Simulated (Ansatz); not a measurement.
# From the elastic tensor of Al at 35 GPa (stress–strain coefficients) to moduli and sound speeds

Computed with DFT PBE+D3(BJ), scalar-relativistic, plane waves, PAW in Ansatz 0.2.0. Settings: 420 eV plane-wave cutoff, Γ-centred 18×18×6 mesh, Fermi-Dirac smearing of 0.15 eV. No spin polarisation.

It takes space group P6_3/mmc (No. 194, hexagonal). Conventional cell: a = 2.600 Å, b = 2.600 Å, c = 8.512 Å, α = 90.00°, β = 90.00°, γ = 120.00°. Al (site symmetry -3m) has 12 Al at 2.60 Å as nearest neighbours. Al (site symmetry -6m2) has 12 Al at 2.60 Å as nearest neighbours.

In a metal, frequencies and elastic constants depend on the k mesh and the smearing, soft modes and shear constants most. Other phases may be more stable at this pressure.

Relaxed-ion constants (GPa, on the Cartesian axes of the calculation):
```
359.2 167.7 129.6   0.0   0.0   0.0
167.7 359.2 129.6   0.0   0.0   0.0
129.5 129.5 389.2   0.0   0.0   0.0
  0.0   0.0   0.0  77.3   0.0   0.0
  0.0   0.0   0.0   0.0  77.3   0.0
  0.0   0.0   0.0   0.0   0.0  95.8
```

Density 3.598 g/cm³; 4 atoms in 49.81 Å³.

The values that follow are for a polycrystal of randomly turned grains, by Hill's mean where one number stands.

With S = C⁻¹: B_V = (C11+C22+C33+2(C12+C13+C23))/9, G_V = (C11+C22+C33−C12−C13−C23+3(C44+C55+C66))/15, 1/B_R = S11+S22+S33+2(S12+S13+S23), 15/G_R = 4(S11+S22+S33−S12−S13−S23)+3(S44+S55+S66); Hill is their mean. Then v_l = √((B+4G/3)/ρ), v_t = √(G/ρ), v_m = [(2/v_t³+1/v_l³)/3]^(−1/3) and Θ = (ħ/k_B)·v_m·(6π²n/V)^(1/3) for n atoms in the volume V; E = 9BG/(3B+G), ν = (3B−2G)/(2(3B+G)) and A^U = 5G_V/G_R + B_V/B_R − 6.

```
Bulk modulus, Voigt / Reuss / Hill          : 217.9 / 217.9 / 217.9 GPa
Shear modulus, Voigt / Reuss / Hill         : 95.5 / 92.0 / 93.7 GPa
Young's modulus                             : 246 GPa
Poisson ratio                               : 0.312
Pugh ratio B/G                              : 2.32
Universal anisotropy index                  : 0.19
Longitudinal and transverse sound speeds    : 9762 and 5104 m/s
Debye temperature from the mean sound speed : 733 K
```

This form isn't the element's structure at ambient conditions.

Cost: 1 run of about 3.7 core-minutes, on Intel Xeon Platinum 8259CL (Skylake/Cascade Lake) (shared hosts).

The tensor satisfies the elastic stability conditions for a hexagonal crystal under load, so this double-hcp stacking of aluminium resists any small homogeneous strain at 35 GPa. Its resistance to compression is nearly isotropic: C11 + C12 + C13 almost equals C33 + 2C13, which is why the Voigt and Reuss bulk moduli coincide at 217.9 GPa and why the axial ratio should hardly change with further pressure.

The anisotropy lies in shear. Sliding close-packed layers over one another (C44, 77.3 GPa) is easier than shearing within them (C66, 95.8 GPa), and C33 exceeds C11. Fcc aluminium viewed along its threefold axis has the same ordering, which suggests that close-packed layer geometry matters more here than the stacking sequence. The modest size of the anisotropy fits a nearly free-electron sp metal, with little directional bonding and a large volume-dependent contribution to the bulk modulus. Stability against homogeneous strain doesn't rule out soft phonons at finite wavevector.
